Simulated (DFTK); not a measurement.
Runs of DFTK 0.8.2 on Fe. Symmetry: Fmmm, No. 69, orthorhombic system. Conventional cell: a = 2.997 Å, b = 3.883 Å, c = 3.930 Å, α = 90.00°, β = 90.00°, γ = 90.00°. Fe (site symmetry mmm) is surrounded by 12 Fe at 2.45 to 2.76 Å. 

| task | level | potentials or basis | k mesh | mesh quality | gap on the mesh (eV) | pressure (GPa) | moment (μB) |
| --- | --- | --- | --- | --- | --- | --- | --- |
| band structure | r2SCAN | SG15 1.2 (PBE) | 7 × 7 × 7 | coarse | none | 14.0 | (c) |
| band structure | TASK | SG15 1.2 (PBE) | 7 × 7 × 7 | coarse | none | 20.8 | 2.87 |
| band structure | SCAN | SG15 1.2 (PBE) | 7 × 7 × 7 | coarse | none | 12.2 | 2.87 |
| band structure | LDA | SG15 1.2 (PBE) | 7 × 7 × 7 | coarse | none | (a) | 2.23 |
| band structure | PBEsol | SG15 1.2 (PBE) | 7 × 7 × 7 | coarse | none | (b) | 2.28 |
| single point | PBE | dojo.nc.sr.pbe.v0_4_1.standard.upf (PBE) | 13 × 13 × 13 | not flagged | none | 1.4 | 2.29 |

Alike in all rows: spin collinear, ferromagnetic start; cell as given; cutoff (eV) 1225; smearing fermi-dirac 0.05 eV.

Task: Estimate the missing entries.

Result: (a) -19.6; (b) -8.5; (c) 2.86.

Caveats: some runs use coarse meshes; the potentials were made for another functional, which shifts forces and pressure (some runs).

A gap of «none» marks a metal or a gap under the smearing width.
